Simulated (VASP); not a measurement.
# Si3N4 (P6_3/m) in VASP: a series of runs

The runs below take Si3N4 through relaxation of cell and atoms, with PBE.

Everything below comes from runs of VASP 6.6.1. Logs are shortened: lines on timing, memory, paths and dates and some standing lists are left out, and cuts for length are marked.

### Step 1. The crystal as given

It takes space group P6_3/m (No. 176, hexagonal). Conventional cell: a = 7.604 Å, b = 7.604 Å, c = 2.906 Å, α = 90.00°, β = 90.00°, γ = 120.00°. Si (site symmetry m) has 4 N at 1.73 to 1.74 Å as nearest neighbours. N (site symmetry m) is surrounded by 3 Si at 1.74 Å. Around N (site symmetry -6) lie 3 Si at 1.73 Å.

### Step 2. Relaxation of cell and atoms, PBE

File INCAR:

```
ALGO = Normal
EDIFF = 1E-6
EDIFFG = -0.01
ENCUT = 300
GGA = PE
IBRION = 2
ISIF = 3
ISMEAR = 0
KPAR = 4
LASPH = True
LCHARG = False
LREAL = False
LWAVE = False
NELM = 80
NSW = 90
PREC = Accurate
SIGMA = 0.03
```

File KPOINTS:

```
k-points
0
Gamma
  3 3 5
```

File POSCAR:

```
Si3N4
1.0
    7.6044000000      0.0000000000      0.0000000000
   -3.8022000000      6.5856035805      0.0000000000
    0.0000000000      0.0000000000      2.9063000000
Si N
6 8
Direct
    0.7684770000      0.1745570000      0.2500000000
    0.5939200000      0.7684770000      0.7500000000
    0.8254430000      0.5939200000      0.2500000000
    0.2315230000      0.8254430000      0.7500000000
    0.4060800000      0.2315230000      0.2500000000
    0.1745570000      0.4060800000      0.7500000000
    0.0305000000      0.3302400000      0.2500000000
    0.7002600000      0.0305000000      0.7500000000
    0.6697600000      0.7002600000      0.2500000000
    0.9695000000      0.6697600000      0.7500000000
    0.2997400000      0.9695000000      0.2500000000
    0.3302400000      0.2997400000      0.7500000000
    0.6666666667      0.3333333333      0.2500000000
    0.3333333333      0.6666666667      0.7500000000
```

Potentials or basis: VASP PAW PBE potentials, release 64 (Si, N_s).

Launch:

```bash
cat potpaw_PBE.64/Si/POTCAR potpaw_PBE.64/N_s/POTCAR > POTCAR
mpirun -np 4 vasp_std > vasp.out
```

OUTCAR:

```text
EDIFF = 1E-6
   EDIFFG = -0.01
   ENCUT = 300
   GGA = PE
   IBRION = 2
   ISIF = 3
   ISMEAR = 0
   LASPH = True
   LREAL = False
   NELM = 80
   NSW = 90
   PREC = Accurate

 ion  position               nearest neighbor table
   1  0.768  0.175  0.250-  13 1.73   8 1.74   8 1.74   7 1.74   3 3.00   5 3.00   2 3.05   2 3.05
                             6 3.05   6 3.05
   2  0.594  0.768  0.750-  14 1.73   9 1.74   9 1.74   8 1.74   6 3.00   4 3.00   1 3.05   1 3.05
                             3 3.05   3 3.05
   3  0.825  0.594  0.250-  13 1.73  10 1.74  10 1.74   9 1.74   1 3.00   5 3.00   4 3.05   4 3.05
                             2 3.05   2 3.05
   4  0.232  0.825  0.750-  14 1.73  11 1.74  11 1.74  10 1.74   6 3.00   2 3.00   5 3.05   5 3.05
                             3 3.05   3 3.05
   5  0.406  0.232  0.250-  13 1.73  12 1.74  12 1.74  11 1.74   3 3.00   1 3.00   4 3.05   4 3.05
                             6 3.05   6 3.05
   6  0.175  0.406  0.750-  14 1.73   7 1.74   7 1.74  12 1.74   4 3.00   2 3.00   1 3.05   1 3.05
                             5 3.05   5 3.05
   7  0.031  0.330  0.250-   6 1.74   6 1.74   1 1.74
   8  0.700  0.031  0.750-   1 1.74   1 1.74   2 1.74
   9  0.670  0.700  0.250-   2 1.74   2 1.74   3 1.74
  10  0.969  0.670  0.750-   3 1.74   3 1.74   4 1.74
  11  0.300  0.969  0.250-   4 1.74   4 1.74   5 1.74
  12  0.330  0.300  0.750-   5 1.74   5 1.74   6 1.74
  13  0.667  0.333  0.250-   1 1.73   3 1.73   5 1.73
  14  0.333  0.667  0.750-   4 1.73   6 1.73   2 1.73

  LATTYP: Found a hexagonal cell.
 ALAT       =     7.6044000000
 C/A-ratio  =     0.3821866288

  Lattice vectors:

 A1 = (   7.6044000000,   0.0000000000,   0.0000000000)
 A2 = (  -3.8022000000,   6.5856035805,   0.0000000000)
 A3 = (   0.0000000000,   0.0000000000,   2.9063000000)

Analysis of symmetry for initial positions (statically):
=====================================================================
 Subroutine PRICEL returns:
 Original cell was already a primitive cell.

 Routine SETGRP: Setting up the symmetry group for a
 hexagonal supercell.

 Subroutine GETGRP returns: Found 12 space group operations
 (whereof  6 operations were pure point group operations)
 out of a pool of 24 trial point group operations.

The static configuration has the point symmetry S_6 .
 The point group associated with its full space group is C_6h.

Analysis of symmetry for dynamics (positions and initial velocities):
=====================================================================
 Subroutine PRICEL returns:
 Original cell was already a primitive cell.

 Routine SETGRP: Setting up the symmetry group for a
 hexagonal supercell.

 Subroutine GETGRP returns: Found 12 space group operations
 (whereof  6 operations were pure point group operations)
 out of a pool of 24 trial point group operations.

The dynamic configuration has the point symmetry S_6 .
 The point group associated with its full space group is C_6h.

 Subroutine INISYM returns: Found 12 space group operations
 (whereof  6 operations are pure point group operations),
 and found     1 'primitive' translations

----------------------------------------------------------------------------------------

                                     Primitive cell

  volume of cell :     145.5462

  direct lattice vectors                    reciprocal lattice vectors
     7.604400000  0.000000000  0.000000000     0.131502814  0.075923185  0.000000000
    -3.802200000  6.585603580  0.000000000     0.000000000  0.151846370  0.000000000
     0.000000000  0.000000000  2.906300000     0.000000000  0.000000000  0.344080102

  length of vectors
     7.604400000  7.604400000  2.906300000     0.151846370  0.151846370  0.344080102

  position of ions in fractional coordinates (direct lattice)
     0.768477000  0.174557000  0.250000000
     0.593920000  0.768477000  0.750000000
     0.825443000  0.593920000  0.250000000
     0.231523000  0.825443000  0.750000000
     0.406080000  0.231523000  0.250000000
     0.174557000  0.406080000  0.750000000
     0.030500000  0.330240000  0.250000000
     0.700260000  0.030500000  0.750000000
     0.669760000  0.700260000  0.250000000
     0.969500000  0.669760000  0.750000000
     0.299740000  0.969500000  0.250000000
     0.330240000  0.299740000  0.750000000
     0.666666667  0.333333333  0.250000000
     0.333333333  0.666666667  0.750000000

  ion indices of the primitive-cell ions
   primitive index   ion index
                 1           1
                 2           2
                 3           3
                 4           4
                 5           5
                 6           6
                 7           7
                 8           8
                 9           9
                10          10
                11          11
                12          12
                13          13
                14          14

----------------------------------------------------------------------------------------

 KPOINTS: k-points

Automatic generation of k-mesh.
 Grid dimensions read from file:
 generate k-points for:    3    3    5

 Generating k-lattice:

  Cartesian coordinates                     Fractional coordinates (reciprocal lattice)
     0.043834271  0.025307728  0.000000000     0.333333333  0.000000000  0.000000000
     0.000000000  0.050615457  0.000000000     0.000000000  0.333333333  0.000000000
     0.000000000  0.000000000  0.068816020     0.000000000  0.000000000  0.200000000

  Length of vectors
     0.050615457  0.050615457  0.068816020

  Shift w.r.t. Gamma in fractional coordinates (k-lattice)
     0.000000000  0.000000000  0.000000000

 Subroutine IBZKPT returns following result:
 ===========================================

 Found      9 irreducible k-points:

 Following reciprocal coordinates:
            Coordinates               Weight
  0.000000  0.000000  0.000000      1.000000
  0.333333 -0.000000  0.000000      6.000000
  0.333333  0.333333  0.000000      2.000000
  0.000000  0.000000  0.200000      2.000000
  0.333333 -0.000000  0.200000     12.000000
  0.333333  0.333333  0.200000      4.000000
  0.000000  0.000000  0.400000      2.000000
  0.333333 -0.000000  0.400000     12.000000
  0.333333  0.333333  0.400000      4.000000
   k-points           NKPTS =      9   k-points in BZ     NKDIM =      9   number of bands    NBANDS=     40
   number of dos      NEDOS =    301   number of ions     NIONS =     14
   total plane-waves  NPLWV =  36864
   dimension x,y,z NGX =    48 NGY =   48 NGZ =   16
   dimension x,y,z NGXF=    96 NGYF=   96 NGZF=   32
   ions per type =               6   8
   NGX,Y,Z   is equivalent  to a cutoff of  10.49, 10.49,  9.15 a.u.
   NGXF,Y,Z  is equivalent  to a cutoff of  20.99, 20.99, 18.30 a.u.
 SYSTEM =  unknown system
   PREC   = accura    normal or accurate (medium, high low for compatibility)
   ISTART =      0    job   : 0-new  1-cont  2-samecut
   ICHARG =      2    charge: 1-file 2-atom 10-const
   ISPIN  =      1    spin polarized calculation?
   LNONCOLLINEAR =      F non collinear calculations
   LSORBIT =      F    spin-orbit coupling
   LASPH  =      T    aspherical Exc in radial PAW
   ENCUT  =  300.0 eV  22.05 Ry    4.70 a.u.  10.74 10.74  4.10*2*pi/ulx,y,z
   NELM   =     80;   NELMIN=  2; NELMDL= -5     # of ELM steps
   EDIFF  = 0.1E-05   stopping-criterion for ELM
   LREAL  =      F    real-space projection
   EDIFFG = -.1E-01   stopping-criterion for IOM
   NSW    =     90    number of steps for IOM
   IBRION =      2    ionic relax: 0-MD 1-quasi-New 2-CG
   NFREE  =      1    steps in history (QN), initial steepest desc. (CG)
   ISIF   =      3    stress and relaxation
   ISYM   =      2    0-nonsym 1-usesym 2-fastsym
   POTIM  = 0.5000    time-step for ionic-motion
   TEBEG  =    0.0;   TEEND  =   0.0 temperature during run
   PSTRESS=    0.0 pullay stress
   NELECT =      64.0000    total number of electrons
   NUPDOWN=      -1.0000    fix difference up-down
   EMIN   =  10.00;   EMAX   =-10.00  energy-range for DOS
   EFERMI =   0.00;   METHOD = LEGACY
   ISMEAR =     0;   SIGMA  =   0.03  broadening in eV -4-tet -1-fermi 0-gaus
   EFERMI_NEDOS =   21; number of points for ismear=-14 and -15
   IALGO  =     38    algorithm
   IMIX   =      4    mixing-type and parameters
     AMIX     =   0.40;   BMIX     =  1.00
     AMIX_MAG =   1.60;   BMIX_MAG =  1.00
  volume/ion in A,a.u.               =      10.40        70.16
  Fermi-wavevector in a.u.,A,eV,Ry     =   1.244900  2.352520 21.085986  1.549776
  Thomas-Fermi vector in A             =   2.379146
   LORBIT       =      0    0 simple, 1 ext, 2 COOP (PROOUT), +10 PAW based schemes
   GGA     = PE    functional components
   LHFCALC =     F    Hartree Fock is set to
   AEXX    =    0.0000 exact exchange contribution
   IVDW    =     0    specifies the selected vdW correction
   LEPSILON=     F    determine dielectric tensor
   LRPA    =     F    only Hartree local field effects (RPA)
 conjugate gradient relaxation of ions
 non-spin polarized calculation
 Gauss-broadening in eV      SIGMA  =   0.03
  energy-cutoff  :      300.00
  volume of cell :      145.55
 maximum number of plane-waves:      1737
 NGX is ok and might be reduce to    48
   NGX = 21   NGY = 21   NGZ =  9

--------------------------------------- Ionic step        1  -------------------------------------------

 number of electron      64.0000002 magnetization

 Free energy of the ion-electron system (eV)
  ---------------------------------------------------
  ext. energy  EPLUGINS =         0.00000000
  ---------------------------------------------------
  free energy    TOTEN  =      -114.31498511 eV

  energy without entropy =     -114.31498511  energy(sigma->0) =     -114.31498511

------------------------ aborting loop because EDIFF is reached ----------------------------------------

  FORCE on cell =-STRESS in cart. coord.  units (eV):
  Direction    XX          YY          ZZ          XY          YZ          ZX
  --------------------------------------------------------------------------------------
  -------------------------------------------------------------------------------------
  Total        4.0339828      4.0339828      4.3792617      0.0000000     -0.0000000      0.0000000
  in kB       44.4062030     44.4062030     48.2070434      0.0000003     -0.0000000      0.0000000
  external PRESSURE =      45.6731498 kB  Pullay stress =       0.0000000 kB
[... 321 lines left out ...]
  energy  without entropy=     -114.3510741352  energy(sigma->0) =     -114.35107414

--------------------------------------- Ionic step        8  -------------------------------------------

 number of electron      63.9999990 magnetization

 Free energy of the ion-electron system (eV)
  ---------------------------------------------------
  ext. energy  EPLUGINS =         0.00000000
  ---------------------------------------------------
  free energy    TOTEN  =      -114.35107629 eV

  energy without entropy =     -114.35107629  energy(sigma->0) =     -114.35107629

 E-fermi :   7.1688     XC(G=0): -10.7321

 val. band max:        6.9847150888   @ k =   0.0000   0.0000   0.2000
 cond. band min:      11.2518693269   @ k =   0.0000   0.0000   0.0000
 fundamental gap:      4.2671542381
 Fermi energy:         7.1688383980

 k-point     1 :       0.0000    0.0000    0.0000
  band No.  band energies     occupation
      1     -11.1232      2.00000
      2      -9.6928      2.00000
      3      -9.6928      2.00000
      4      -9.0607      2.00000
      5      -8.9237      2.00000
      6      -8.9237      2.00000
[... 417 lines left out ...]
  FREE ENERGIE OF THE ION-ELECTRON SYSTEM (eV)
  ---------------------------------------------------
  free  energy   TOTEN  =      -114.3510762915 eV

  energy  without entropy=     -114.3510762915  energy(sigma->0) =     -114.35107629

 reached required accuracy - stopping structural energy minimisation
```

Wall time 77 s (4 MPI ranks of AMD EPYC 7R43 (Zen 3), shared host); peak memory 0.15 GiB.

The run converged, but some of its settings lie outside the range that counts as converged, so its numbers aren't taken as properties of the crystal.

What came out:

```yaml
Free_energy: -114.3511 eV
Relaxed_volume: 10.58 Å³/atom
Relaxed_cell: a = 7.649 Å, b = 7.649 Å, c = 2.923 Å, α = 90.00°, β = 90.00°, γ = 120.00°
Space_group_after_relaxing_to_0.05_Å: P6_3/m (No. 176)
Energy_gained_by_relaxing: 2.6 meV/atom
Ionic_steps: 8
Largest_force_after_relaxing: 0.009 eV/Å
Band_gap_on_the_k_mesh: 4.27 eV, indirect (least direct gap 4.46 eV)
```

Caveat: the k mesh is coarse (spacing up to 0.43 Å⁻¹), so the values aren't converged; the cutoff is under 1.25 times the usual one of these potentials, so pressure, stress and relaxed cells hold a basis-set (Pulay) error; an odd mesh through Γ misses points on the zone boundary, where band edges often lie.

### Step 3. Relaxation of cell and atoms, PBE

This run uses another cell than the first one, of 10.58 Å³/atom, 1.018 times its volume.

Edit INCAR of step 2 so:

```diff
@@ -1,4 +1,4 @@
 ALGO = Normal
-EDIFF = 1E-6
-EDIFFG = -0.01
+EDIFF = 1E-7
+EDIFFG = -0.005
 ENCUT = 300
```

KPOINTS is that of step 2.

File POSCAR:

```
Si3N4                                   
1.0
    7.6494790953     -0.0000000013      0.0000000000
   -3.8247395465      6.6246432229     -0.0000000000
   -0.0000000000     -0.0000000000      2.9228579290
  Si              N             
     6     8
Direct
     0.7684217131593720    0.1745527922685560    0.2500000000000000
     0.5938689208908160    0.7684217131593720    0.7500000000000000
     0.8254472077314440    0.5938689208908160    0.2500000000000000
     0.2315782868406279    0.8254472077314440    0.7500000000000000
     0.4061310791091839    0.2315782868406279    0.2500000000000000
     0.1745527922685560    0.4061310791091839    0.7500000000000000
     0.0303846541598688    0.3299005913397077    0.2500000000000000
     0.7004840628201612    0.0303846541598689    0.7500000000000000
     0.6700994086602924    0.7004840628201612    0.2500000000000000
     0.9696153458401313    0.6700994086602924    0.7500000000000000
     0.2995159371798388    0.9696153458401312    0.2500000000000000
     0.3299005913397076    0.2995159371798389    0.7500000000000000
     0.6666666667000030    0.3333333332999970    0.2500000000000000
     0.3333333332999970    0.6666666667000030    0.7500000000000000
```

Potentials or basis: VASP PAW PBE potentials, release 64 (Si, N_s).

Launch:

```bash
cat potpaw_PBE.64/Si/POTCAR potpaw_PBE.64/N_s/POTCAR > POTCAR
mpirun -np 4 vasp_std > vasp.out
```

It took 68 s on 4 MPI ranks of AMD EPYC 7R43 (Zen 3), shared host; peak memory 0.16 GiB.

These settings aren't checked as converged: the numbers below hold their error.

What came out:

```yaml
Free_energy: -114.3771 eV
Relaxed_volume: 10.59 Å³/atom
Relaxed_cell: a = 7.651 Å, b = 7.651 Å, c = 2.924 Å, α = 90.00°, β = 90.00°, γ = 120.00°
Space_group_after_relaxing_to_0.05_Å: P6_3/m (No. 176)
Energy_gained_by_relaxing: 0.0 meV/atom
Ionic_steps: 6
Largest_force_after_relaxing: 0.005 eV/Å
Band_gap_on_the_k_mesh: 4.26 eV, indirect (least direct gap 4.46 eV)
```

Caveat: the k mesh is coarse (spacing up to 0.43 Å⁻¹), so the values aren't converged; the cutoff is under 1.25 times the usual one of these potentials, so pressure, stress and relaxed cells hold a basis-set (Pulay) error; an odd mesh through Γ misses points on the zone boundary, where band edges often lie.
